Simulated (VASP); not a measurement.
# MnO2 (P-3m1) in VASP: further runs, part 3 of 3

VASP 6.6.1.

### Step 4. Single point, r2SCAN, collinear spin, ferromagnetic start

INCAR reads:

```
SYSTEM = MnO2
ADDGRID = .False.
ALGO = Normal
EDIFF = 0.001
ENCUT = 460
ISIF = 2
ISMEAR = 0
ISPIN = 2
LASPH = .True.
LCHARG = .False.
LMAXMIX = 4
LMIXTAU = .True.
LORBIT = 11
LREAL = .False.
LWAVE = .False.
MAGMOM = 4 0 0
METAGGA = R2SCAN
NBANDS = 24
NELM = 100
PREC = Accurate
SIGMA = 0.05
```

KPOINTS reads:

```
k-points
0
Gamma
  5 5 3
  0 0 0
```

POSCAR reads:

```
MnO2
1.0
    2.8565781804      0.0000000000      0.0000000000
   -1.4282890902      2.4738692722      0.0000000000
    0.0000000000      0.0000000000      4.6013740589
Mn O
1 2
Direct
    0.0186700000     -0.0033200000      0.4886240000
    0.3165570000      0.6444560000      0.7182440000
    0.6490790000      0.3390650000      0.3129550000
```

Potentials or basis: VASP PAW PBE potentials, release 64 (Mn_pv, O).

Launch:

```bash
cat potpaw_PBE.64/Mn_pv/POTCAR potpaw_PBE.64/O/POTCAR > POTCAR
mpirun -np 1 vasp_std > vasp.out
```

OUTCAR:

```text
SYSTEM = MnO2
   EDIFF = 0.001
   ENCUT = 460
   ISIF = 2
   ISMEAR = 0
   ISPIN = 2
   LASPH = .True.
   LORBIT = 11
   LREAL = .False.
   METAGGA = R2SCAN
   NELM = 100
   PREC = Accurate

 Found     38 irreducible k-points:

 Following reciprocal coordinates:
            Coordinates               Weight
  0.000000  0.000000  0.000000      1.000000
  0.200000  0.000000  0.000000      2.000000
  0.000000  0.200000  0.000000      2.000000
 -0.200000  0.200000  0.000000      2.000000
  0.400000  0.000000  0.000000      2.000000
  0.000000  0.400000  0.000000      2.000000
   k-points           NKPTS =     38   k-points in BZ     NKDIM =     38   number of bands    NBANDS=     24
   number of dos      NEDOS =    301   number of ions     NIONS =      3
   total plane-waves  NPLWV =  12800
   dimension x,y,z NGX =    20 NGY =   20 NGZ =   32
   dimension x,y,z NGXF=    40 NGYF=   40 NGZF=   64
   ions per type =               1   2
   NGX,Y,Z   is equivalent  to a cutoff of  11.64, 11.64, 11.56 a.u.
   NGXF,Y,Z  is equivalent  to a cutoff of  23.28, 23.28, 23.12 a.u.
 SYSTEM =  MnO2
   PREC   = accura    normal or accurate (medium, high low for compatibility)
   ISTART =      0    job   : 0-new  1-cont  2-samecut
   ICHARG =      2    charge: 1-file 2-atom 10-const
   ISPIN  =      2    spin polarized calculation?
   LNONCOLLINEAR =      F non collinear calculations
   LSORBIT =      F    spin-orbit coupling
   LASPH  =      T    aspherical Exc in radial PAW
   ENCUT  =  460.0 eV  33.81 Ry    5.81 a.u.   5.00  5.00  8.05*2*pi/ulx,y,z
   NELM   =    100;   NELMIN=  2; NELMDL= -5     # of ELM steps
   EDIFF  = 0.1E-02   stopping-criterion for ELM
   LREAL  =      F    real-space projection
   EDIFFG = 0.1E-01   stopping-criterion for IOM
   NSW    =      0    number of steps for IOM
   IBRION =     -1    ionic relax: 0-MD 1-quasi-New 2-CG
   NFREE  =      0    steps in history (QN), initial steepest desc. (CG)
   ISIF   =      2    stress and relaxation
   ISYM   =      2    0-nonsym 1-usesym 2-fastsym
   POTIM  = 0.5000    time-step for ionic-motion
   TEBEG  =    0.0;   TEEND  =   0.0 temperature during run
   PSTRESS=    0.0 pullay stress
   NELECT =      25.0000    total number of electrons
   NUPDOWN=      -1.0000    fix difference up-down
   EMIN   =  10.00;   EMAX   =-10.00  energy-range for DOS
   EFERMI =   0.00;   METHOD = LEGACY
[... 37 lines left out ...]
 cond. band min:       4.4652066765   @ k =   0.0000   0.0000   0.3333
 fundamental gap:      1.8819923877
 Fermi energy:         3.0379245790

 spin component 1

 k-point     1 :       0.0000    0.0000    0.0000
  band No.  band energies     occupation
      1     -49.6800      1.00000
      2     -49.6695      1.00000
      3     -49.6607      1.00000
      4     -17.9746      1.00000
      5     -15.3208      1.00000
      6      -3.8424      1.00000
[... 151 lines left out ...]
     23      25.0891      0.00000
     24      26.2651      0.00000

 [... further k-points ...]

 spin component 2

 k-point     1 :       0.0000    0.0000    0.0000
  band No.  band energies     occupation
      1     -45.6910      1.00000
      2     -45.5624      1.00000
      3     -45.3785      1.00000
      4     -17.8401      1.00000
      5     -15.2882      1.00000
      6      -2.7624      1.00000
[... 151 lines left out ...]
     23      25.6946      0.00000
     24      27.8314      0.00000

 [... further k-points ...]

------------------------ aborting loop because EDIFF is reached ----------------------------------------

  FORCE on cell =-STRESS in cart. coord.  units (eV):
  Direction    XX          YY          ZZ          XY          YZ          ZX
  --------------------------------------------------------------------------------------
  -------------------------------------------------------------------------------------
  Total        1.2949039      1.5747002      0.5006493      1.0312602      0.7887308     -1.2437722
  in kB       63.8025052     77.5886271     24.6679923     50.8122537     38.8623409    -61.2831420
  external PRESSURE =      55.3530415 kB  Pullay stress =       0.0000000 kB

 VOLUME and BASIS-vectors are now :
 -----------------------------------------------------------------------------
  energy-cutoff  :      460.00
  volume of cell :       32.52
      direct lattice vectors                 reciprocal lattice vectors
     2.856578180  0.000000000  0.000000000     0.350069187  0.202112539  0.000000000
    -1.428289090  2.473869272  0.000000000     0.000000000  0.404225078  0.000000000
     0.000000000  0.000000000  4.601374059     0.000000000  0.000000000  0.217326387

 POSITION                                       TOTAL-FORCE (eV/Angst)
 -----------------------------------------------------------------------------------
     -1.37021      2.46566      2.24834        -1.784825     -0.171709      3.769826
     -0.01620      1.59430      3.30491         0.102037      0.505929     -1.256943
      1.36986      0.83880      1.44002         1.682788     -0.334221     -2.512883
 -----------------------------------------------------------------------------------
    total drift:                               -0.020166     -0.006468      0.041806

  FREE ENERGIE OF THE ION-ELECTRON SYSTEM (eV)
  ---------------------------------------------------
  free  energy   TOTEN  =       -32.1909074464 eV

  energy  without entropy=      -32.1909074464  energy(sigma->0) =      -32.19090745

 total charge

# of ion       s       p       d       tot
------------------------------------------
    1        0.394   6.484   4.909  11.787
    2        1.597   3.402   0.000   4.999
    3        1.594   3.519   0.000   5.113
--------------------------------------------------
tot          3.586  13.405   4.909  21.899

 magnetization (x)

# of ion       s       p       d       tot
------------------------------------------
    1        0.029   0.040   2.833   2.902
    2        0.005  -0.030   0.000  -0.026
    3        0.004   0.057   0.000   0.061
--------------------------------------------------
tot          0.037   0.067   2.833   2.938
```

OSZICAR:

```text
N       E                     dE             d eps       ncg     rms          rms(c)
DAV:   1     0.222450818979E+03    0.22245E+03   -0.13367E+04  3664   0.112E+03
DAV:   2    -0.327465372831E+02   -0.25520E+03   -0.24056E+03  4024   0.353E+02
DAV:   3    -0.460766871877E+02   -0.13330E+02   -0.13266E+02  4312   0.881E+01
DAV:   4    -0.461914477140E+02   -0.11476E+00   -0.11475E+00  4040   0.863E+00
DAV:   5    -0.461928324612E+02   -0.13847E-02   -0.13847E-02  4440   0.910E-01    0.335E+01
DAV:   6    -0.362247576444E+02    0.99681E+01   -0.66877E+01  3952   0.768E+01    0.310E+01
DAV:   7    -0.326018649898E+02    0.36229E+01   -0.60774E+01  3944   0.627E+01    0.144E+01
DAV:   8    -0.318958647635E+02    0.70600E+00   -0.29439E+00  3960   0.162E+01    0.558E+00
DAV:   9    -0.320586284619E+02   -0.16276E+00   -0.93833E-01  4040   0.775E+00    0.317E+00
DAV:  10    -0.321810520192E+02   -0.12242E+00   -0.13444E-01  3864   0.269E+00    0.133E+00
DAV:  11    -0.321886457437E+02   -0.75937E-02   -0.46318E-02  4096   0.200E+00    0.315E-01
DAV:  12    -0.321905090887E+02   -0.18633E-02   -0.45749E-03  3944   0.507E-01    0.165E-01
DAV:  13    -0.321909074464E+02   -0.39836E-03   -0.10497E-03  2960   0.279E-01
   1 F= -.32190907E+02 E0= -.32190907E+02  d E =-.455376E-39  mag=     2.9992
```

Wall time 2.8 min (1 thread of Intel Xeon Platinum 8375C at 2.90GHz (Ice Lake), shared host); peak memory 0.17 GiB.

The run converged, but some of its settings lie outside the range that counts as converged, so its numbers aren't taken as properties of the crystal.

Results:

```
Free energy                                           : -32.1909 eV
Pressure                                              : 5.5 GPa
Largest force                                         : 4.175 eV/Å
Band gap on the k mesh                                : 1.88 eV, indirect (least direct gap 1.98 eV)
Net moment                                            : 3.00 μB per cell
Site moments                                          : Mn +2.90; O -0.03, +0.06 μB
Valence electrons inside the program's atomic spheres : Mn 11.79; O 5.00, 5.11
```

Caveat: the k mesh is coarse (spacing up to 0.51 Å⁻¹), so the values aren't converged; the cutoff is under 1.25 times the usual one of these potentials, so pressure, stress and relaxed cells hold a basis-set (Pulay) error; the PAW data sets were made with another functional, which shifts forces and pressure a little; an odd mesh through Γ misses points on the zone boundary, where band edges often lie; a cell with one magnetic atom can't hold antiferromagnetic order, which such compounds often take.

### Step 5. Single point, r2SCAN, collinear spin, ferromagnetic start

Changes to INCAR since step 4:

```diff
@@ -3,3 +3,3 @@
 ALGO = Normal
-EDIFF = 0.001
+EDIFF = 1E-4
 ENCUT = 460
```

KPOINTS is that of step 4.

POSCAR reads:

```
MnO2
1.0
    2.8565781804      0.0000000000      0.0000000000
   -1.4282890902      2.4738692722      0.0000000000
    0.0000000000      0.0000000000      4.6013740589
Mn O
1 2
Direct
    0.0000000000      0.0000000000      0.5000000000
    0.3333333333      0.6666666667      0.7062925700
    0.6666666667      0.3333333333      0.2937074300
```

Launch:

```bash
cat potpaw_PBE.64/Mn_pv/POTCAR potpaw_PBE.64/O/POTCAR > POTCAR
mpirun -np 1 vasp_std > vasp.out
```

Wall time 64 s (1 thread of Intel Xeon Platinum 8375C at 2.90GHz (Ice Lake), shared host); peak memory 0.15 GiB.

These settings aren't checked as converged: the numbers below hold their error.

Results:

| Quantity | Value |
| --- | --- |
| Free energy | -32.5360 eV |
| Pressure | -0.4 GPa |
| Largest force | 0.009 eV/Å |
| Band gap on the k mesh | 1.99 eV, indirect (least direct gap 2.03 eV) |
| Net moment | 3.00 μB per cell |
| Site moments | Mn +2.94; O +0.01 μB |
| Valence electrons inside the program's atomic spheres | Mn 11.71; O 5.04 |

Caveat: the k mesh is coarse (spacing up to 0.51 Å⁻¹), so the values aren't converged; the cutoff is under 1.25 times the usual one of these potentials, so pressure, stress and relaxed cells hold a basis-set (Pulay) error; the PAW data sets were made with another functional, which shifts forces and pressure a little; an odd mesh through Γ misses points on the zone boundary, where band edges often lie; a cell with one magnetic atom can't hold antiferromagnetic order, which such compounds often take.

### Step 6. Single point, r2SCAN, collinear spin, ferromagnetic start

INCAR is that of step 5.

KPOINTS is that of step 5.

POSCAR reads:

```
MnO2
1.0
    2.8565781804      0.0000000000      0.0000000000
   -1.4282890902      2.4738692722      0.0000000000
    0.0000000000      0.0000000000      4.6013740589
Mn O
1 2
Direct
    0.0186700000     -0.0033200000      0.4886240000
    0.3165570000      0.6444560000      0.7182440000
    0.6490790000      0.3390650000      0.3129550000
```

Potentials or basis: VASP PAW PBE potentials, release 64 (Mn_pv, O).

Launch:

```bash
cat potpaw_PBE.64/Mn_pv/POTCAR potpaw_PBE.64/O/POTCAR > POTCAR
mpirun -np 1 vasp_std > vasp.out
```

Run time: 3 min. Hardware: 1 thread of Intel Xeon Platinum 8375C at 2.90GHz (Ice Lake), shared host; peak memory 0.17 GiB.

These settings aren't checked as converged: the numbers below hold their error.

Results:

```
Free energy                                           : -32.1911 eV
Pressure                                              : 5.1 GPa
Largest force                                         : 4.175 eV/Å
Band gap on the k mesh                                : 1.88 eV, indirect (least direct gap 1.97 eV)
Net moment                                            : 3.00 μB per cell
Site moments                                          : Mn +2.90; O -0.02, +0.06 μB
Valence electrons inside the program's atomic spheres : Mn 11.79; O 5.00, 5.11
```

Caveat: the k mesh is coarse (spacing up to 0.51 Å⁻¹), so the values aren't converged; the cutoff is under 1.25 times the usual one of these potentials, so pressure, stress and relaxed cells hold a basis-set (Pulay) error; the PAW data sets were made with another functional, which shifts forces and pressure a little; an odd mesh through Γ misses points on the zone boundary, where band edges often lie; a cell with one magnetic atom can't hold antiferromagnetic order, which such compounds often take.
